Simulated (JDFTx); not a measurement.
**NaH under changes of volume**

One of the cells (14.527 Å³/atom); the others are scaled copies at fixed shape and fractional positions:

```
Na H
1.0
     0.00000    2.44000    2.44000
     2.44000    0.00000    2.44000
     2.44000    2.44000    0.00000
Na H
1 1
Direct
  0.00000 0.00000 0.00000
  0.50000 0.50000 0.50000
```

| Property | Result |
| --- | --- |
| Program | JDFTx 1.7.0 (patched build) |
| Functional | r2SCAN |
| Potentials or basis | SG15-PBE-1.2 with smoothed tails |
| Cutoff | 1088 eV |
| Density cutoff | 8708 eV |
| k mesh | 9 × 9 × 9 |
| Occupations | fermi-dirac, width 0.05 eV |
| Spin | no spin polarisation |

```csv
volume (Å³/atom),energy over the lowest point (meV/atom),pressure (GPa),gap on the mesh (eV)
13.655,?,?,?
13.946,0.00,0.0,4.72
14.236,0.08,-0.5,4.68
14.527,1.00,-0.9,4.64
14.817,2.68,-1.3,4.60
15.108,5.05,-1.7,4.56
15.398,8.05,-2.0,4.52
```

Problem. What does the run at 13.655 Å³/atom give?

Solution. Energy over the lowest point 0.87 meV/atom; pressure 0.6 GPa; gap on the mesh 4.77 eV.

Worked out: A Birch-Murnaghan fit of order 3 (a polynomial in V^(-2/3)) to the other rows has its minimum at 14.06 Å³/atom with B0 = V·E''(V) = 24 GPa and B' = 3.6. It gives 0.84 meV/atom at 13.655 Å³/atom, against the run's 0.87, and -dE/dV = 0.7 GPa, against 0.6. A straight line through the other rows of the gap, of slope -2.02 eV per unit of ln V, extrapolates to 4.76 eV, against the run's 4.77.

Caveats: the potentials were made for another functional, which shifts forces and pressure; an odd mesh through Γ misses points on the zone boundary, where band edges often lie.
